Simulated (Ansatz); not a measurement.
Write the native input for Ansatz 0.2.0 that does the following.

- Task: relaxation of cell and atoms
- Functional: PBEsol
- Dispersion: D3(BJ)-ATM
- Potentials or basis: Ansatz PAW
- Cutoff: 420 eV (not typed: the program's choice for these potentials)
- k mesh: 12 × 12 × 12
- Occupations: fermi-dirac, width 0.05 eV
- Spin: collinear spin, ferromagnetic start
- Starting moments: [2.0, 0.0] μB

CoO:

```
Co O
1.0
    -1.50800    1.50800    2.10725
     1.50800   -1.50800    2.10725
     1.50800    1.50800   -2.10725
Co O
1 1
Direct
  0.00000 0.00000 0.00000
  0.50000 0.50000 0.00000
```

The input as run:

input.yaml

```yaml
crystal:
  lattice:
    - [-1.508, 1.508, 2.1072475377]
    - [1.508, -1.508, 2.1072475377]
    - [1.508, 1.508, -2.1072475377]
  atoms:
    - { symbol: Co, position: [0.0, 0.0, 0.0], spin: 2.0 }
    - { symbol: O, position: [0.5, 0.5, 0.0] }
hamiltonian:
  xc: pbesol
  pseudopotentials: { kind: paw }
  dispersion: d3bjatm
magnetization:
  spin_polarized: true
kpoints:
  mp_grid: { grid: [12, 12, 12] }
scf:
  occupations: { method: fermi_dirac, width: 0.05 }
output:
  forces: true
  stress: true
  eigenvalues: true
  write_density: true
  write_potential: true
  elf: true
  volumetric_format: npy
relax:
  f_tol: 0.01
  max_steps: 40
  cell: { stress_tol: 0.05 }
```

Potentials or basis: Ansatz PAW.

The run is started by

```console
$ ansatz run input.yaml --threads 2 --pin off --max-ram 5632MiB --backend cpu --events-out ev --progress --plain --runs-dir out
```

Results of the run:

- Relaxed volume: 9.61 Å³/atom
- Relaxed cell: a = 3.006 Å, b = 3.006 Å, c = 3.006 Å, α = 119.97°, β = 119.97°, γ = 90.05°
- Space group after relaxing (to 0.05 Å): Fm-3m (No. 225)
- Energy gained by relaxing: 1.8 meV/atom
- Ionic steps: 14
- Pressure after relaxing: 0.0 GPa
- Band gap on the k mesh: none (metal or under the smearing width)
- Net moment: 2.95 μB per cell
- Absolute moment: 2.97 μB per cell
- Site moments: Co +2.50; O +0.34 μB

Caveat: the plane-wave basis is chosen anew once the cell has moved, so the energies of steps on either side of that aren't comparable; the pressure holds a Pulay correction of +0.8 GPa for the finite cutoff; a cell with one magnetic atom can't hold antiferromagnetic order, which such compounds often take; semilocal functionals often make such compounds metallic where correlation or magnetic order opens a gap, which also shifts bond lengths; pairwise dispersion overbinds metals, which lowers pressure and volume; the PAW data sets come from PBE, with cores solved anew for the run's functional, which leaves a small shift of forces and pressure.

It took 2.5 min on 2 threads of AMD EPYC 7571 (shared host), peak memory 0.45 GiB.
